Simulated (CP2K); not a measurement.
Crystal: BP.

```
CELL_PARAMETERS angstrom
3.20885 0.00000 0.00000
1.60443 2.77895 0.00000
1.60443 0.92632 2.62002
ATOMIC_POSITIONS crystal
P 0.75000 0.75000 0.75000
B 0.00000 0.00000 0.00000
```

Base run:

```yaml
Program: CP2K 2026.2
Functional: revPBE
Potentials_or_basis: POTENTIAL_UZH P GTH-PBE-q5, B GTH-PBE-q3; TZVP-MOLOPT-PBE-GTH basis
Density_cutoff: 9184 eV
k_mesh: 10 × 10 × 10
Occupations: fermi-dirac, width 0.05 eV
Spin: no spin polarisation
```

Its results: band gap on the k mesh 1.41 eV, indirect (least direct gap 3.45 eV); pressure 0.8 GPa.

Q: After a change of settings the same cell gave: band gap on the k mesh 1.21 eV, indirect (least direct gap 3.40 eV); pressure -1.1 GPa. Which change was it?
A. functional from revPBE to HLE16
B. functional from revPBE to optB88-vdW
C. functional from revPBE to LDA
D. functional from revPBE to TPSS

A: C.

LDA binds more tightly than revPBE, so the same cell stands under less pressure.

Caveats: the potentials were made for another functional, which shifts forces and pressure; the basis of atomic orbitals isn't converged, which shifts pressures, moduli and gaps.
